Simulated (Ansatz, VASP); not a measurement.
**Two plane-wave programs on Si**

File INCAR:

```
SYSTEM = Si
  PREC = Accurate
  ENCUT = 520
  EDIFF = 1E-7
  ISMEAR = 0
  SIGMA = 0.05
  LREAL = .False.
  LASPH = .True.
  NELM = 100
  ALGO = Normal
  ISIF = 2
  LWAVE = .False.
  LCHARG = .False.
  NBANDS = 11
```

KPOINTS

```
Automatic mesh
0
Gamma
  12 12 12
  0 0 0
```

The input POSCAR:

```
Si
1.0
    0.0000000000      2.6248156779      2.7221963396
    2.6248156779      0.0000000000      2.7221963396
    2.6248156779      2.6248156779      0.0000000000
Si
2
Direct
    0.5000000000      0.5000000000      0.5000000000
    0.7500000000      0.7500000000      0.7500000000
```

Input for Ansatz:

```yaml
crystal:
  lattice:
    - [0.0, 2.6248156779, 2.7221963396]
    - [2.6248156779, 0.0, 2.7221963396]
    - [2.6248156779, 2.6248156779, 0.0]
  atoms:
    - { symbol: Si, position: [0.5, 0.5, 0.5] }
    - { symbol: Si, position: [0.75, 0.75, 0.75] }
basis:
  ecutwfc: 420
kpoints:
  mp_grid: { grid: [12, 12, 12] }
hamiltonian:
  xc: lda
  pseudopotentials: { kind: paw, azcp: { folder: soft_1 } }
scf:
  occupations: { method: gaussian, width: 0.05 }
output:
  forces: true
  stress: true
  eigenvalues: true
```

Alike in both runs: task single point; functional LDA; k mesh 12 × 12 × 12; occupations gaussian, width 0.05 eV; no spin polarisation.

|  | VASP | Ansatz |
| --- | --- | --- |
| version | VASP 6.6.1 | Ansatz 0.2.0 |
| potentials or method | VASP PAW LDA potentials, release 64 (Si) | scalar-relativistic, plane waves, PAW |
| plane-wave cutoff (eV) | 520 | 420 |
| valence electrons in the cell | 8 | 8 |

|  | VASP | Ansatz | Ansatz less VASP |
| --- | --- | --- | --- |
| gap on the k mesh at the Fermi level (eV) | 0.15 | 0.15 | +0.003 |
| least direct gap on the mesh (eV) | 2.42 | 2.42 | +0.001 |
| pressure (GPa) | 5.3 | 5.2 | -0.07 |
| largest component of the traceless stress (GPa) | 2.49 | 2.49 | +0.001 |

Ansatz warned: «pseudo_functional_mismatch».
